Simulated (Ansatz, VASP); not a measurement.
Hf in VASP and in Ansatz

INCAR

```
SYSTEM = Hf
PREC     = Accurate       ! precision mode
ENCUT    = 520            ! plane-wave cutoff, eV
EDIFF    = 1E-6           ! SCF threshold, eV
ISMEAR   = -1             ! smearing method
SIGMA    = 0.05           ! smearing width, eV
LREAL    = .FALSE.        ! projectors in reciprocal space
LASPH    = .TRUE.         ! aspherical terms in the spheres
NELM     = 60             ! most SCF steps
ALGO     = Normal         ! electronic algorithm
ISIF     = 2              ! what is computed and relaxed
LWAVE    = .FALSE.        ! write WAVECAR
LCHARG   = .FALSE.        ! write CHGCAR
GGA      = CA             ! functional
NBANDS   = 22             ! bands
```

Contents of KPOINTS:

```
regular mesh
0
G
  6 6 9
  0 0 0
```

POSCAR

```
Hf
1.0
    4.9623295440      0.0000000000      0.0000000000
   -2.4811647720      4.2975034470      0.0000000000
    0.0000000000      0.0000000000      3.0862322500
Hf
3
Direct
    0.0000000000      0.0000000000      0.0000000000
    0.3333333333      0.6666666667      0.5000000000
    0.6666666667      0.3333333333      0.5000000000
```

File input.yaml:

```yaml
crystal:
  lattice:
    - [4.962329544, 0.0, 0.0]
    - [-2.481164772, 4.297503447, 0.0]
    - [0.0, 0.0, 3.08623225]
  atoms:
    - { symbol: Hf, position: [0.0, 0.0, 0.0] }
    - { symbol: Hf, position: [0.3333333333, 0.6666666667, 0.5] }
    - { symbol: Hf, position: [0.6666666667, 0.3333333333, 0.5] }
kpoints:
  mp_grid: { grid: [6, 6, 9] }
scf:
  occupations: { method: fermi_dirac, width: 0.05 }
hamiltonian:
  xc: lda
  pseudopotentials: { kind: all_electron, lapw: { basis_error: 0.002 } }
output:
  forces: true
  stress: true
  eigenvalues: true
```

Alike in both runs: task single point; functional LDA; k mesh 6 × 6 × 9; occupations fermi-dirac, width 0.05 eV; no spin polarisation.

```csv
,VASP,Ansatz
version,VASP 6.6.1,Ansatz 0.2.0
potentials or method,"VASP PAW LDA potentials, release 64 (Hf_pv)","all-electron LAPW, scalar-relativistic"
plane-wave cutoff (eV),520,see its input
```

|  | VASP | Ansatz | Ansatz less VASP |
| --- | --- | --- | --- |
| gap on the k mesh at the Fermi level (eV) | none | none | - |
| pressure (GPa) | -6.6 | -6.6 | 0.00 |
| largest component of the traceless stress (GPa) | 0.75 | 0.63 | -0.122 |

A gap of «none» marks a metal or a gap that the smearing closes. Ansatz ran all-electron here, so the differences hold the error of VASP's frozen core and of both bases.

Spin-orbit coupling is left out, which matters for the levels of Hf.
